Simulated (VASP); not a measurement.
The system is MoSe2.

```
Mo Se
1.0
     3.28800    0.00000    0.00000
    -1.64400    2.84749    0.00000
     0.00000    0.00000   12.90000
Mo Se
2 4
Direct
  0.33333 0.66667 0.25000
  0.66667 0.33333 0.75000
  0.33333 0.66667 0.62500
  0.66667 0.33333 0.12500
  0.33333 0.66667 0.87500
  0.66667 0.33333 0.37500
```

* Program: VASP 6.6.1
* Task: relaxation of cell and atoms
* Functional: PBE
* Potentials or basis: VASP PAW PBE potentials, release 64 (Mo_sv, Se)
* Cutoff: 600 eV
* k mesh: 9 × 9 × 2
* Occupations: gaussian, width 0.03 eV
* Spin: no spin polarisation

At the start: pressure 8.3 GPa; volume 20.13 Å³/atom.

Task: Where does the relaxation end?

Result: Over 33 steps the energy falls by 42.4 meV/atom and the volume is 23.29 Å³/atom (+15.7 %); space group P6_3/mmc (No. 194, to 0.05 Å).

The path:
| step | energy change (eV) | largest force (eV/Å) | pressure (GPa) | volume (Å³) |
| --- | --- | --- | --- | --- |
| 1 | 0.0000 | 1.1451 | 8.30 | 120.78 |
| 2 | 0.5024 | 1.9456 | -11.26 | 139.89 |
| 3 | -0.2038 | 0.1617 | -0.31 | 126.98 |
| 4 | -0.2042 | 0.1136 | 0.02 | 126.71 |
| 5 | -0.2042 | 0.0918 | 0.16 | 126.59 |
| 6 | -0.2087 | 0.1057 | 0.23 | 126.77 |
| 7 | -0.2159 | 0.1452 | 0.46 | 127.28 |
| 8 | -0.2196 | 0.1418 | 0.32 | 127.80 |
| 9 | -0.2281 | 0.1319 | -0.07 | 129.37 |
| 10 | -0.2358 | 0.1076 | -0.75 | 132.53 |
| 11 | -0.2386 | 0.0505 | -0.45 | 132.73 |
| 12 | -0.2412 | 0.0464 | 0.06 | 133.06 |
| 13 | -0.2415 | 0.0927 | 0.29 | 133.21 |
| 14 | -0.2444 | 0.0825 | 0.34 | 133.73 |
| 15 | -0.2497 | 0.0562 | 0.51 | 135.27 |
| 16 | -0.2471 | 0.0245 | 1.00 | 138.27 |
| 17 | -0.2505 | 0.0529 | 0.74 | 136.48 |
| 18 | -0.2517 | 0.1367 | -0.42 | 138.69 |
| 19 | -0.2526 | 0.0612 | 0.04 | 137.79 |
| 20 | -0.2535 | 0.0378 | -0.04 | 138.18 |
| 21 | -0.2537 | 0.0207 | -0.08 | 138.46 |
| 22 | -0.2538 | 0.0077 | 0.09 | 138.33 |
| 23 | -0.2538 | 0.0026 | 0.03 | 138.38 |
| 24 | -0.2538 | 0.0047 | 0.04 | 138.40 |
| 25 | -0.2539 | 0.0106 | 0.07 | 138.45 |
| 26 | -0.2539 | 0.0133 | 0.09 | 138.48 |
| 27 | -0.2539 | 0.0156 | 0.07 | 138.53 |
| 28 | -0.2540 | 0.0239 | 0.02 | 138.68 |
| 29 | -0.2541 | 0.0399 | -0.08 | 138.97 |
| 30 | -0.2541 | 0.0384 | -0.07 | 139.01 |
| 31 | -0.2542 | 0.0333 | -0.07 | 139.11 |
| 32 | -0.2544 | 0.0251 | -0.05 | 139.31 |
| 33 | -0.2547 | 0.0069 | -0.02 | 139.72 |

Final structure:
```cif
data_structure
_symmetry_space_group_name_H-M 'P 1'
_symmetry_Int_Tables_number 1
_cell_length_a 3.3230
_cell_length_b 3.3230
_cell_length_c 14.6111
_cell_angle_alpha 90.000
_cell_angle_beta 90.000
_cell_angle_gamma 120.000
_cell_volume 139.72
loop_
_atom_site_label
_atom_site_type_symbol
_atom_site_fract_x
_atom_site_fract_y
_atom_site_fract_z
_atom_site_occupancy
Mo1 Mo 0.33333 0.66667 0.25000 1
Mo2 Mo 0.66667 0.33333 0.75000 1
Se1 Se 0.33333 0.66667 0.63568 1
Se2 Se 0.66667 0.33333 0.13568 1
Se3 Se 0.33333 0.66667 0.86432 1
Se4 Se 0.66667 0.33333 0.36432 1
```

Caveat: the volume moved by over 15 % at a fixed basis, so the end points are rough; this functional lacks dispersion, which binds the layers, so the pressure and a relaxed spacing across them are unreliable, and here the layers came unbound; the volume moved by +16 % from the deposited cell, more than functionals usually miss.
